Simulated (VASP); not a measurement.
Ni: band structure with PW91

Crystal: Ni.

```
CELL_PARAMETERS angstrom
0.00000 1.73757 1.73757
1.73757 0.00000 1.73757
1.73757 1.73757 0.00000
ATOMIC_POSITIONS crystal
Ni 0.00000 0.00000 0.00000
```

```json
{"Program": "VASP 6.6.1", "Task": "band structure", "Functional": "PW91", "Potentials or basis": "VASP PAW PBE potentials, release 64 (Ni)", "Cutoff": "520 eV", "k mesh": "13 × 13 × 13", "Occupations": "fermi-dirac, width 0.05 eV", "Spin": "collinear spin, ferromagnetic start", "Starting moments": "[1.0] μB", "Further INCAR settings": "ALGO = Normal; EDIFF = 1e-07"}
```

```
Pressure                                              : 8.3 GPa
Band gap along the path                               : none (metal or under the smearing width)
Net moment                                            : 0.62 μB per cell
Site moments                                          : Ni +0.62 μB
Valence electrons inside the program's atomic spheres : Ni 9.39
```

Levels at the corners of the path, in eV from the Fermi level:
Spin up:
| point | band 1 | band 2 | band 3 | band 4 | band 5 | band 6 | band 7 | band 8 | band 9 | band 10 |
| --- | --- | --- | --- | --- | --- | --- | --- | --- | --- | --- |
| Γ | -9.21 | -2.48 | -2.48 | -2.48 | -1.27 | -1.27 | 24.12 | 28.21 | 28.21 | 28.21 |
| X | -4.84 | -4.35 | -0.52 | -0.40 | -0.40 | 2.51 | 9.60 | 15.19 | 15.19 | 20.27 |
| X | -4.84 | -4.35 | -0.52 | -0.40 | -0.40 | 2.51 | 9.60 | 15.19 | 15.19 | 20.27 |
| W | -3.91 | -3.16 | -3.16 | -1.34 | -0.40 | 7.99 | 7.99 | 10.29 | 11.54 | 31.17 |
| W | -3.91 | -3.16 | -3.16 | -1.34 | -0.40 | 7.99 | 7.99 | 10.29 | 11.54 | 31.17 |
| K | -4.12 | -3.84 | -2.14 | -1.10 | -0.67 | 5.92 | 7.54 | 10.34 | 17.59 | 22.12 |
| K | -4.12 | -3.84 | -2.14 | -1.10 | -0.67 | 5.92 | 7.54 | 10.34 | 17.59 | 22.12 |
| Γ | -9.21 | -2.48 | -2.48 | -2.48 | -1.27 | -1.27 | 24.12 | 28.21 | 28.21 | 28.21 |
| Γ | -9.21 | -2.48 | -2.48 | -2.48 | -1.27 | -1.27 | 24.12 | 28.21 | 28.21 | 28.21 |
| L | -5.00 | -2.48 | -2.48 | -0.55 | -0.55 | -0.30 | 5.98 | 22.61 | 25.31 | 25.31 |
| L | -5.00 | -2.48 | -2.48 | -0.55 | -0.55 | -0.30 | 5.98 | 22.61 | 25.31 | 25.31 |
| U | -4.12 | -3.84 | -2.14 | -1.10 | -0.67 | 5.92 | 7.54 | 10.34 | 17.59 | 22.12 |
| U | -4.12 | -3.84 | -2.14 | -1.10 | -0.67 | 5.92 | 7.54 | 10.34 | 17.59 | 22.12 |
| W | -3.91 | -3.16 | -3.16 | -1.34 | -0.40 | 7.99 | 7.99 | 10.29 | 11.54 | 31.17 |
| W | -3.91 | -3.16 | -3.16 | -1.34 | -0.40 | 7.99 | 7.99 | 10.29 | 11.54 | 31.17 |
| L | -5.00 | -2.48 | -2.48 | -0.55 | -0.55 | -0.30 | 5.98 | 22.61 | 25.31 | 25.31 |
| L | -5.00 | -2.48 | -2.48 | -0.55 | -0.55 | -0.30 | 5.98 | 22.61 | 25.31 | 25.31 |
| K | -4.12 | -3.84 | -2.14 | -1.10 | -0.67 | 5.92 | 7.54 | 10.34 | 17.59 | 22.12 |
| U | -4.12 | -3.84 | -2.14 | -1.10 | -0.67 | 5.92 | 7.54 | 10.34 | 17.59 | 22.12 |
| X | -4.84 | -4.35 | -0.52 | -0.40 | -0.40 | 2.51 | 9.60 | 15.19 | 15.19 | 20.27 |
Spin down:
| point | band 2 | band 3 | band 4 | band 5 | band 6 | band 7 |
| --- | --- | --- | --- | --- | --- | --- |
| Γ | -1.79 | -1.79 | -1.79 | -0.70 | -0.70 | 24.00 |
| X | -3.78 | 0.08 | 0.39 | 0.39 | 2.51 | 9.85 |
| X | -3.78 | 0.08 | 0.39 | 0.39 | 2.51 | 9.85 |
| W | -2.59 | -2.59 | -0.80 | 0.39 | 8.18 | 8.18 |
| W | -2.59 | -2.59 | -0.80 | 0.39 | 8.18 | 8.18 |
| K | -3.34 | -1.57 | -0.54 | 0.11 | 6.14 | 7.73 |
| K | -3.34 | -1.57 | -0.54 | 0.11 | 6.14 | 7.73 |
| Γ | -1.79 | -1.79 | -1.79 | -0.70 | -0.70 | 24.00 |
| Γ | -1.79 | -1.79 | -1.79 | -0.70 | -0.70 | 24.00 |
| L | -1.90 | -1.90 | -0.33 | 0.15 | 0.15 | 6.38 |
| L | -1.90 | -1.90 | -0.33 | 0.15 | 0.15 | 6.38 |
| U | -3.34 | -1.57 | -0.54 | 0.11 | 6.14 | 7.73 |
| U | -3.34 | -1.57 | -0.54 | 0.11 | 6.14 | 7.73 |
| W | -2.59 | -2.59 | -0.80 | 0.39 | 8.18 | 8.18 |
| W | -2.59 | -2.59 | -0.80 | 0.39 | 8.18 | 8.18 |
| L | -1.90 | -1.90 | -0.33 | 0.15 | 0.15 | 6.38 |
| L | -1.90 | -1.90 | -0.33 | 0.15 | 0.15 | 6.38 |
| K | -3.34 | -1.57 | -0.54 | 0.11 | 6.14 | 7.73 |
| U | -3.34 | -1.57 | -0.54 | 0.11 | 6.14 | 7.73 |
| X | -3.78 | 0.08 | 0.39 | 0.39 | 2.51 | 9.85 |

Run time: 38 s on 1 thread of AMD EPYC 7R13 Processor (Zen 3), on a shared host, peak memory 0.12 GiB.

Caveat: the PAW data sets were made with another functional, which shifts forces and pressure a little.
